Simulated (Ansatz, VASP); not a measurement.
# CdTe in VASP and in Ansatz

```xyz
2
Lattice="0.0000 3.2821 3.2821 3.2821 0.0000 3.2821 3.2821 3.2821 0.0000" Properties=species:S:1:pos:R:3 pbc="T T T"
Cd    0.0000    0.0000    0.0000
Te    4.9232    4.9232    4.9232
```

The cell is a database's computed one.

Alike in both runs: task relaxation of cell and atoms; functional PBEsol; k mesh 10 × 10 × 10; occupations gaussian, width 0.02 eV; no spin polarisation.

|  | VASP | Ansatz |
| --- | --- | --- |
| version | VASP 6.6.1 | Ansatz 0.2.0 |
| potentials or method | VASP PAW PBE potentials, release 64 (Cd, Te) | scalar-relativistic, plane waves, PAW |
| plane-wave cutoff (eV) | 600 | 420 |
| valence electrons in the cell | 18 | 36 |

VASP gave:

| Property | Result |
| --- | --- |
| gap on the k mesh at the Fermi level, each at its own relaxed structure (eV) | 0.64 |
| relaxed volume (Å³/atom) | 34.27 |
| relaxed cell length with the largest relative difference (Å) | 4.594 |
| energy change over the relaxation (meV/atom) | -4 |

Q: Which values does Ansatz return?

A: gap on the k mesh at the Fermi level, each at its own relaxed structure (eV): 0.65; relaxed volume (Å³/atom): 34.19; relaxed cell length with the largest relative difference (Å): 4.590; energy change over the relaxation (meV/atom): -5.

The two sets of potentials don't hold the same shells in valence.

Caveats: the PAW data sets were made with another functional, which shifts forces and pressure a little (VASP); spin-orbit coupling is left out, which moves the levels of the heavy elements. A hybrid or GW would open this gap; PBEsol tends to underestimate it.
